When the aluminium atoms of this TiAl crystal are pushed sideways, it is their shift relative to the titanium atoms that brings them back, not the aluminium neighbour towards which they seem to be heading. The restoring force grows stiffer when the crystal is compressed. This rules out tension in the slightly oversized cell as its main source.

The crystal consists of alternating square layers of titanium and aluminium. Each aluminium atom sits in the middle of a box with titanium at its eight corners. In the scan, all aluminium atoms move together along one edge of the square, while the titanium atoms and the cell stay fixed. The table lists the energy change, the force on the aluminium atom of the cell along the direction of motion, and the pressure, which is positive in compression.

TiAl in the L1_0 structure, two atoms a cell, a = 2.837 Å, c = 4.059 Å (16.34 Å³ an atom), not relaxed at this level. Ansatz 0.2.0, plane-wave PAW, scalar-relativistic PBEsol without spin polarisation, cutoff 420 eV, k mesh 16×16×12, Gaussian smearing 0.15 eV. All Al atoms move along (−1, 0, 0), all else fixed; free energies are relative to the undisplaced cell.

```
displacement (Å)  energy change (eV a cell)  force along direction (eV/Å summed over the moved atoms)  pressure (GPa)
            -0.1                      0.021                                                     0.425           -3.69
           -0.05                      0.005                                                     0.213           -3.87
               0                      0.000                                                     0.000           -3.93
           0.025                      0.001                                                    -0.107           -3.92
           0.075                      0.012                                                    -0.320           -3.79
          0.0875                      0.016                                                    -0.372           -3.75
```

The force opposes the displacement in every displaced row and grows in proportion to it. A straight line through zero, fitted to all six rows, gives a stiffness of 4.26 eV/Å². The energy change follows the matching parabola and reaches 0.021 eV at a displacement of −0.1 Å. The crystal is therefore stable against this particular motion, and opposite displacements of equal size are equivalent by symmetry.

A proportional force is what almost any restoring mechanism gives for a small push, so the straight line does not identify the cause. Three explanations come to mind. The aluminium atom may be repelled by the next aluminium atom in its path, it may be pulled back by tension in a stretched crystal, or its contacts with titanium may resist being shortened and lengthened.

The first explanation is tempting because an aluminium neighbour lies exactly in the line of motion, 2.837 Å away. If only one atom moved by 0.1 Å, that distance would shrink to 2.737 Å. But here the neighbour moves by the same amount, as does every other aluminium atom. The shortest distance anywhere in the crystal at −0.1 Å is 2.805 Å, and it belongs to a titanium–aluminium contact.

What changes is the position of the whole aluminium lattice relative to the titanium lattice. At rest, the eight contacts between an aluminium atom and its titanium neighbours are all 2.854 Å long. A displacement of 0.1 Å shortens four of them to 2.805 Å and lengthens the other four to 2.905 Å. Any explanation of the restoring force has to start from this relative motion, which leaves two candidates.

A bead held between two stretched springs shows how they differ. Pushed across the line of the springs, the bead is brought back by their tension, as a plucked string is. Pushed along the line, it is brought back by their stiffness, because one spring is shortened and the other lengthened. In the crystal the contacts run at a slant to the motion, so both effects can take part. The analogy ends where the metal's electrons come in, since they are shared among many atoms and do not form separate springs.

Tension deserves to be taken seriously here. The undisplaced cell has a pressure of −3.93 GPa, which means that it is larger than this calculation would like and is trying to contract. Part of that value may come from the method, because the functional was used with atomic datasets made for a different one. The changes of pressure within the scan should be much less affected, and it is these changes that the argument needs.

The two candidates respond differently to compression. Moving the walls closer together slackens the bead's springs, so a force due to tension becomes weaker. Contacts between atoms usually behave in the opposite way, because repulsion rises ever more steeply as atoms approach. The question is therefore whether the restoring force becomes softer or stiffer in a smaller cell.

The scan keeps the cell fixed, yet its pressure column holds the answer. Pressure measures how the energy would change if the volume changed a little. A displaced crystal stores extra energy, and if a smaller volume would make that store larger, the crystal pushes outwards and its pressure rises. The change of pressure on displacement thus reveals how the stiffness depends on volume, without a second scan in a smaller cell.

Let *u* be the displacement, *k* the stiffness and *V* the volume of the cell, so that the stored energy is ½*ku*². When the cell expands evenly by one per cent in volume, its edges grow by a third of a per cent, and the displacement grows with them. At fixed stiffness the stored energy would then rise by two thirds of a per cent. If the stiffness itself falls by *s* per cent for each per cent of added volume, the two effects combine to give

Δ*P* = (½*ku*²/*V*) × (*s* − ⅔),

where Δ*P* is the change of pressure caused by the displacement.

The row at −0.1 Å serves as an example. The stored energy is ½ × 4.256 × 0.1² = 0.0213 eV, and the cell with its two atoms has a volume of 2 × 16.34 = 32.68 Å³. Their quotient is 0.00065 eV/Å³, or about 0.104 GPa.

If the stiffness did not depend on volume, *s* would be zero and the pressure would fall by two thirds of this amount, or 0.07 GPa. A force due to tension would make it fall further. In the table the pressure instead rises by 0.24 GPa, from −3.93 to −3.69 GPa. Solving for *s* gives 0.24/0.104 + ⅔, which is close to 3.

The restoring force therefore stiffens by about three per cent for each per cent of volume taken away. The row just used was part of the fit behind this figure, in which the pressure change was taken as proportional to the square of the displacement in all six rows. The sign does not hang on that one row, since the pressure lies above its starting value in every displaced row. Tension may still contribute, and a rough estimate from nearest contacts puts its share at a few per cent.

The remaining explanation can also account for the rise in pressure. If the contacts were ideal springs, the pull of the four lengthened ones would outweigh the push of the four shortened ones, and the pressure would fall. Real contacts gain more push on shortening than they lose on lengthening, and this can tip the balance to a net outward push. This push is the same for opposite displacements, so for small ones it grows with the square of the displacement. The same asymmetry makes the contacts stiffer in a smaller cell.

This picture should not be taken too literally. Suppose that only the eight nearest titanium–aluminium contacts acted, each pushing or pulling along its own line. The stress would then change more along the tall axis of the cell than along the square edge at right angles to the motion, in the ratio of the squared edge lengths, which is 2.0. The stresses from the same calculation do change more along the tall axis, but the ratio at −0.1 Å is 2.7.

Along the direction of motion the picture fails more clearly. The shortened contacts, which push, turn away from this direction, while the lengthened ones, which pull, turn towards it. With the stiffness and the stress change along the other square edge taken from the calculation, simple contacts should lower the stress along the motion, counted positive in compression like the pressure, by 0.22 GPa at −0.1 Å, whereas the calculation raises it by 0.05 GPa. The printed output after this text sets these values side by side.

Forces from more distant atoms are one possible reason. Another is that titanium's d electrons can form bonds that resist bending as well as stretching. The sharing of electrons in a metal is not enough by itself. Suppose that the energy of each atom also depended on the total electron density supplied by its nearest neighbours. With the stiffness held at its calculated value, this would shift the expected stresses along the two square edges by equal amounts for small displacements, so the difference between them would stay as wrong as before. How much of the mismatch comes from distant atoms and how much from directed bonds remains untested here.

What survives this failure is the part that rests on the pressure, because the relation between pressure and stiffness assumes no particular kind of bond. It needs only a displacement small enough for the energy to follow a parabola, as it does throughout this scan. The result can be carried over to a neighbouring case, the same alloy in a cell relaxed at this level of theory. That cell would be smaller, and its aluminium atoms should be held more stiffly, by about three per cent for each per cent of volume lost if all edges shrink in proportion.

The analysis program printed:

```
fit of force_along_direction on 6 rows: coefficient of displacement -4.256 +/- 0.0034; rms 0.000509, worst 0.075 0.000828, leave-one-out rms 0.000664
fit of dP on 6 rows: coefficient of u2 23.98 +/- 0.25; rms 0.00327, worst 0.075 -0.00511, leave-one-out rms 0.00384
Geometry, harmonic energy and pressure change:
     row  short Ti-Al (Å)  long Ti-Al (Å)  harmonic energy (meV)  pressure change (GPa)
    -0.1            2.805           2.905                  21.28                   0.24
   -0.05            2.829           2.879                   5.32                   0.06
     0.0            2.854           2.854                      0                      0
   0.025            2.841           2.866                   1.33                   0.01
   0.075            2.817           2.892                  11.97                   0.14
  0.0875            2.811           2.898                  16.29                   0.18
Stiffness k from the forces (eV/Å^2): 4.256
Al-Al distance if only one Al moved by 0.1 Å (Å): 2.737
Shortest distance in the run at -0.1 Å (Å): 2.805
Pressure change at -0.1 Å, computed (GPa): 0.24
Pressure change at -0.1 Å if k did not depend on volume (GPa): -0.06957
Per cent rise of k for one per cent less volume: 2.965
Share of k from tension, pair picture, order of magnitude only (%): 3.001
Stress change at -0.1 Å along c (GPa): 0.4994
Stress change at -0.1 Å along y (GPa): 0.1857
Stress change at -0.1 Å along x (GPa): 0.04737
Ratio of stress changes c to y, computed: 2.69
Ratio of stress changes c to y, nearest pair forces: 2.047
Stress change along x, nearest pair forces (GPa): -0.2234
```
